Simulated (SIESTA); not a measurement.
# ZrB2: equation of state with PBE

The system is ZrB2.

```
Zr B
1.0
     3.17000    0.00000    0.00000
    -1.58500    2.74530    0.00000
     0.00000    0.00000    3.53300
Zr B
1 2
Direct
  0.00000 0.00000 0.00000
  0.66667 0.33333 0.50000
  0.33333 0.66667 0.50000
```

- Program: SIESTA 5.4.2
- Task: equation of state
- Functional: PBE
- Potentials or basis: PseudoDojo 0.4 standard (PBE files)
- Basis: DZ (energy shift 0.002 Ry)
- Grid cutoff: 800 Ry
- Energy shift: 0.002 Ry
- k mesh: 10 × 10 × 8
- Occupations: fermi-dirac, width 0.05 eV
- Spin: no spin polarisation

```
Equilibrium volume                        : 10.34 Å³/atom
Bulk modulus at fixed shape and positions : 243 GPa
Pressure derivative of the bulk modulus   : 4.1 (rough: it moves with the points fitted)
```

Energy against volume, from the lowest point:
```
volume (Å³/atom)  energy (meV/atom)
           9.634              40.70
           9.839              19.42
          10.044               6.15
          10.249               0.00
          10.454               0.19
          10.659               6.22
          10.864              17.65
```

All runs of the series together: 8.1 min on 1 thread of Arm Neoverse V1, on a shared host.

Caveat: the basis has no polarisation orbitals; semicore shells carry a single zeta, which can move pressures by several GPa and volumes by a few percent; the cell was scaled at fixed shape and fractional positions, which overstates the stiffness of a crystal with free parameters, most of all of layers and chains; the basis of atomic orbitals isn't converged, which shifts pressures, moduli and gaps.
